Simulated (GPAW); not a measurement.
Input of a GPAW 26.7.0 run:

run.py

```python
from ase import Atoms
from ase.eos import EquationOfState
from ase.io import Trajectory
from ase.units import GPa
from ase.parallel import parprint
from gpaw import GPAW, PW, setup_paths

setup_paths.insert(0, '.')

atoms = Atoms(['Pt', 'Pt', 'Te', 'Te'],
              cell=[[1.9815661262, 1.1440577364, 6.6610334788],
                    [-1.9815661262, 1.1440577364, 6.6610334788],
                    [0.0, -2.2881154728, 6.6610334788]],
              scaled_positions=[[0.1296666667, 0.1296666667, 0.1296666667],
                                [0.8703333333, 0.8703333333, 0.8703333333],
                                [0.402, 0.402, 0.402],
                                [0.598, 0.598, 0.598]],
              pbc=True)

traj = Trajectory('eos.traj', 'w')
volumes, energies = [], []
for x in [0.94, 0.96, 0.98, 1.0, 1.02, 1.04, 1.06]:
    a = atoms.copy()
    a.set_cell(atoms.cell * x**(1 / 3), scale_atoms=True)
    calc = GPAW(mode=PW(600),
                xc='PBEsol',
                kpts={'size': (8, 8, 8), 'gamma': True},
                occupations={'name': 'fermi-dirac', 'width': 0.05},
                nbands=39,
                convergence={'density': 1e-05, 'energy': 1e-05},
                maxiter=150,
                txt=f'eos-{x:.2f}.txt')
    a.calc = calc
    energies.append(a.get_potential_energy(force_consistent=True))
    volumes.append(a.get_volume())
    p = -a.get_stress()[:3].mean() / GPa
    calc.write(f'eos-{x:.2f}.gpw')
    traj.write(a)
    parprint(f'{x:.2f} {volumes[-1]:10.4f} A^3 {energies[-1]:14.6f} eV {p:9.3f} GPa', flush=True)

v0, e0, B = EquationOfState(volumes, energies, eos='birchmurnaghan').fit()
parprint(f'V0 = {v0:.4f} A^3, E0 = {e0:.6f} eV, B0 = {B / GPa:.2f} GPa')
```

Potentials or basis: PAW data sets generated in the run's folder for this functional, pw.

Command:

```console
$ gpaw-setup -f PBEsol Pt Te
$ OMP_NUM_THREADS=1 mpirun -n 4 gpaw python run.py
```

Task: Predict the pressure derivative of the bulk modulus.

Result: 5.1.

Task: What does it give for the equilibrium volume?

Result: 22.45 Å³/atom.

Task: Estimate the bulk modulus at fixed shape and positions.

Result: 132 GPa.

Energy against volume, from the lowest point:
| volume (Å³/atom) | energy (meV/atom) |
| --- | --- |
| 21.292 | 26.57 |
| 21.745 | 8.97 |
| 22.198 | 0.46 |
| 22.651 | 0.00 |
| 23.104 | 6.67 |
| 23.557 | 19.60 |
| 24.010 | 38.08 |

Caveat: the cell was scaled at fixed shape and fractional positions, which overstates the stiffness of a crystal with free parameters, most of all of layers and chains; the program warned that so skewed a cell can give wrong results. Spin-orbit coupling is left out, which matters for the levels of Pt, Te.
